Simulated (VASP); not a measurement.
# Te2Mo in VASP: a series of runs

Runs on Te2Mo. Level: PBE. Tasks: single point.

Program: VASP 6.6.1. These are calculated values, not measurements. Logs are shortened: lines on timing, memory, paths and dates and some standing lists are left out, and cuts for length are marked.

**1. The slab as given**

The cell holds a slab with vacuum, 3 atoms: a = 3.518 Å, b = 3.518 Å, c = 15.605 Å, α = 90.00°, β = 90.00°, γ = 120.00°.

**2. Single point, PBE**

File INCAR:

```
PREC = Accurate
ENCUT = 460
EDIFF = 1E-7
ISMEAR = 0
SIGMA = 0.3
LREAL = F
LASPH = T
NELM = 120
ALGO = Normal
ISIF = 2
LWAVE = F
LCHARG = F
LDIPOL = T
IDIPOL = 3
DIPOL = 0.5 0.5 0.500
GGA = PE
NBANDS = 24
LVHAR = T
LVACPOTAV = T
```

File KPOINTS:

```
regular mesh
0
Gamma
  7 7 1
```

File POSCAR:

```
Te2Mo
1.0
    3.5182000000      0.0000000000      0.0000000000
   -1.7591000000      3.0468505800      0.0000000000
    0.0000000000      0.0000000000     15.6051888000
Te Mo
2 1
Direct
    0.3333333333      0.6666666667      0.3844874982
    0.3333333333      0.6666666667      0.6155125018
    0.6666666667      0.3333333333      0.5000000000
```

Potentials or basis: VASP PAW PBE potentials, release 64 (Te, Mo_sv).

The run is started by

```
$ cat potpaw_PBE.64/Te/POTCAR potpaw_PBE.64/Mo_sv/POTCAR > POTCAR
$ mpirun -np 1 vasp_std > vasp.out
```

OUTCAR:

```text
PREC = Accurate
   ENCUT = 460
   EDIFF = 1E-7
   ISMEAR = 0
   LREAL = F
   LASPH = T
   NELM = 120
   ISIF = 2
   GGA = PE

 Found      8 irreducible k-points:

 Following reciprocal coordinates:
            Coordinates               Weight
  0.000000  0.000000  0.000000      1.000000
  0.142857  0.000000  0.000000      6.000000
  0.285714  0.000000  0.000000      6.000000
  0.428571  0.000000  0.000000      6.000000
  0.142857  0.142857  0.000000      6.000000
  0.285714  0.142857  0.000000     12.000000
   k-points           NKPTS =      8   k-points in BZ     NKDIM =      8   number of bands    NBANDS=     24
   number of dos      NEDOS =    301   number of ions     NIONS =      3
   total plane-waves  NPLWV =  87808
   dimension x,y,z NGX =    28 NGY =   28 NGZ =  112
   dimension x,y,z NGXF=    56 NGYF=   56 NGZF=  224
   ions per type =               2   1
   NGX,Y,Z   is equivalent  to a cutoff of  13.23, 13.23, 11.93 a.u.
   NGXF,Y,Z  is equivalent  to a cutoff of  26.46, 26.46, 23.86 a.u.
 SYSTEM =  unknown system
   PREC   = accura    normal or accurate (medium, high low for compatibility)
   ISTART =      0    job   : 0-new  1-cont  2-samecut
   ICHARG =      2    charge: 1-file 2-atom 10-const
   ISPIN  =      1    spin polarized calculation?
   LNONCOLLINEAR =      F non collinear calculations
   LSORBIT =      F    spin-orbit coupling
   LASPH  =      T    aspherical Exc in radial PAW
   ENCUT  =  460.0 eV  33.81 Ry    5.81 a.u.   6.15  6.15 27.29*2*pi/ulx,y,z
   NELM   =    120;   NELMIN=  2; NELMDL= -5     # of ELM steps
   EDIFF  = 0.1E-06   stopping-criterion for ELM
   LREAL  =      F    real-space projection
   EDIFFG = 0.1E-05   stopping-criterion for IOM
   NSW    =      0    number of steps for IOM
   IBRION =     -1    ionic relax: 0-MD 1-quasi-New 2-CG
   NFREE  =      0    steps in history (QN), initial steepest desc. (CG)
   ISIF   =      2    stress and relaxation
   ISYM   =      2    0-nonsym 1-usesym 2-fastsym
   POTIM  = 0.5000    time-step for ionic-motion
   TEBEG  =    0.0;   TEEND  =   0.0 temperature during run
   PSTRESS=    0.0 pullay stress
   NELECT =      26.0000    total number of electrons
   NUPDOWN=      -1.0000    fix difference up-down
   EMIN   =  10.00;   EMAX   =-10.00  energy-range for DOS
   EFERMI =   0.00;   METHOD = LEGACY
   ISMEAR =     0;   SIGMA  =   0.30  broadening in eV -4-tet -1-fermi 0-gaus
   EFERMI_NEDOS =   21; number of points for ismear=-14 and -15
   IALGO  =     38    algorithm
   IMIX   =      4    mixing-type and parameters
     AMIX     =   0.40;   BMIX     =  1.00
     AMIX_MAG =   1.60;   BMIX_MAG =  1.00
  volume/ion in A,a.u.               =      55.76       376.28
  Fermi-wavevector in a.u.,A,eV,Ry     =   0.880209  1.663353 10.541352  0.774768
  Thomas-Fermi vector in A             =   2.000538
   LORBIT       =      0    0 simple, 1 ext, 2 COOP (PROOUT), +10 PAW based schemes
   GGA     = PE    functional components
   LHFCALC =     F    Hartree Fock is set to
   AEXX    =    0.0000 exact exchange contribution
   IVDW    =     0    specifies the selected vdW correction
   LEPSILON=     F    determine dielectric tensor
   LRPA    =     F    only Hartree local field effects (RPA)
 non-spin polarized calculation
 Gauss-broadening in eV      SIGMA  =   0.30
  energy-cutoff  :      460.00
  volume of cell :      167.28
 maximum number of plane-waves:      3768
 NGX is ok and might be reduce to    28
   NGX = 13   NGY = 13   NGZ = 55

 dipolmoment           0.000000      0.000000      0.000000 electrons x Angstroem

 number of electron      25.9999999 magnetization

 dipolmoment           0.000000      0.000000     -0.000000 electrons x Angstroem

 Free energy of the ion-electron system (eV)
  ---------------------------------------------------
  ext. energy  EPLUGINS =         0.00000000
  ---------------------------------------------------
  free energy    TOTEN  =       -18.01140997 eV

  energy without entropy =      -18.01122690  energy(sigma->0) =      -18.01131844

 E-fermi :   1.4643     XC(G=0):  -5.3708

 val. band max:        0.7413346167   @ k =   0.2857   0.2857   0.0000
 cond. band min:       2.2014292141   @ k =   0.2857   0.2857   0.0000
 fundamental gap:      1.4600945974
 Fermi energy:         1.4642742406

 k-point     1 :       0.0000    0.0000    0.0000
  band No.  band energies     occupation
      1     -59.7601      2.00000
      2     -33.9291      2.00000
      3     -33.8021      2.00000
      4     -33.8021      2.00000
      5     -11.7815      2.00000
      6     -10.8190      2.00000
[... 16 lines left out ...]
     23       9.5308      0.00000
     24      10.0859      0.00000

 k-point     2 :       0.1429    0.0000    0.0000
  band No.  band energies     occupation
      1     -59.7583      2.00000
      2     -33.9236      2.00000
      3     -33.8268      2.00000
      4     -33.8078      2.00000
      5     -11.4984      2.00000
      6     -10.6227      2.00000
[... 16 lines left out ...]
     23       9.2940      0.00000
     24       9.7599      0.00000

 k-point     3 :       0.2857    0.0000    0.0000
  band No.  band energies     occupation
      1     -59.7541      2.00000
      2     -33.9114      2.00000
      3     -33.8819      2.00000
      4     -33.8207      2.00000
      5     -10.7381      2.00000
      6     -10.1012      2.00000
[... 16 lines left out ...]
     23       8.8537      0.00000
     24       9.8868      0.00000

 k-point     4 :       0.4286    0.0000    0.0000
  band No.  band energies     occupation
      1     -59.7508      2.00000
      2     -33.9256      2.00000
      3     -33.9015      2.00000
      4     -33.8310      2.00000
      5      -9.8969      2.00000
      6      -9.5505      2.00000
[... 16 lines left out ...]
     23       9.1805      0.00000
     24       9.1931      0.00000

 k-point     5 :       0.1429    0.1429    0.0000
  band No.  band energies     occupation
      1     -59.7553      2.00000
      2     -33.9148      2.00000
      3     -33.8632      2.00000
      4     -33.8206      2.00000
      5     -10.9736      2.00000
      6     -10.2605      2.00000
[... 16 lines left out ...]
     23       9.3916      0.00000
     24       9.9144      0.00000

 k-point     6 :       0.2857    0.1429    0.0000
  band No.  band energies     occupation
      1     -59.7516      2.00000
      2     -33.9056      2.00000
      3     -33.9037      2.00000
      4     -33.8391      2.00000
      5     -10.1353      2.00000
      6      -9.6944      2.00000
[... 16 lines left out ...]
     23       9.1040      0.00000
     24       9.5535      0.00000

 [... further k-points ...]

------------------------ aborting loop because EDIFF is reached ----------------------------------------

  FORCE on cell =-STRESS in cart. coord.  units (eV):
  Direction    XX          YY          ZZ          XY          YZ          ZX
  --------------------------------------------------------------------------------------
  -------------------------------------------------------------------------------------
  Total        1.0772633      1.0772633      0.9766829      0.0000000     -0.0000000      0.0000000
  in kB       10.3179099     10.3179099      9.3545624      0.0000000     -0.0000000      0.0000000
  external PRESSURE =       9.9967941 kB  Pullay stress =       0.0000000 kB

 VOLUME and BASIS-vectors are now :
 -----------------------------------------------------------------------------
  energy-cutoff  :      460.00
  volume of cell :      167.28
      direct lattice vectors                 reciprocal lattice vectors
     3.518200000  0.000000000  0.000000000     0.284236257  0.164103879  0.000000000
    -1.759100000  3.046850580  0.000000000     0.000000000  0.328207759  0.000000000
     0.000000000  0.000000000 15.605188800     0.000000000  0.000000000  0.064081250

 POSITION                                       TOTAL-FORCE (eV/Angst)
 -----------------------------------------------------------------------------------
     -0.00000      2.03123      6.00000         0.000000      0.000000     -0.275742
     -0.00000      2.03123      9.60519         0.000000      0.000000      0.275742
      1.75910      1.01562      7.80259        -0.000000     -0.000000     -0.000000
 -----------------------------------------------------------------------------------
    total drift:                               -0.000001      0.000000      0.000000

  FREE ENERGIE OF THE ION-ELECTRON SYSTEM (eV)
  ---------------------------------------------------
  free  energy   TOTEN  =       -18.0114099733 eV

  energy  without entropy=      -18.0112269010  energy(sigma->0) =      -18.01131844

 vacuum level on the upper side and lower side of the slab         5.761         5.761
```

Run time: 26 s. Hardware: 1 thread of Intel Xeon 6975P-C (Granite Rapids), shared host; peak memory 0.28 GiB.

These settings aren't checked as converged: the numbers below hold their error.

What came out:

| Property | Result |
| --- | --- |
| Free energy | -18.0114 eV |
| Largest force | 0.276 eV/Å |
| Band gap on the k mesh | 1.46 eV, direct |
| Ionisation potential of the upper face | 5.02 eV |

Caveat: spin-orbit coupling is left out, which moves the levels of the heavy elements.

**3. Single point, PBE**

Edit INCAR of step 2 so:

```diff
@@ -2,5 +2,5 @@
 ENCUT = 460
-EDIFF = 1E-7
+EDIFF = 0.001
 ISMEAR = 0
-SIGMA = 0.3
+SIGMA = 0.05
 LREAL = F
```

KPOINTS is that of step 2.

POSCAR is that of step 2.

Potentials or basis: VASP PAW PBE potentials, release 64 (Te, Mo_sv).

The run is started by

```
$ cat potpaw_PBE.64/Te/POTCAR potpaw_PBE.64/Mo_sv/POTCAR > POTCAR
$ mpirun -np 1 vasp_std > vasp.out
```

Wall time 14 s (1 thread of Intel Xeon 6975P-C (Granite Rapids), shared host); peak memory 0.28 GiB.

The run converged, but some of its settings lie outside the range that counts as converged, so its numbers aren't taken as properties of the slab.

What came out:

```yaml
Free_energy: -18.0115 eV
Largest_force: 0.274 eV/Å
Band_gap_on_the_k_mesh: 1.46 eV, direct
```

Caveat: spin-orbit coupling is left out, which moves the levels of the heavy elements.
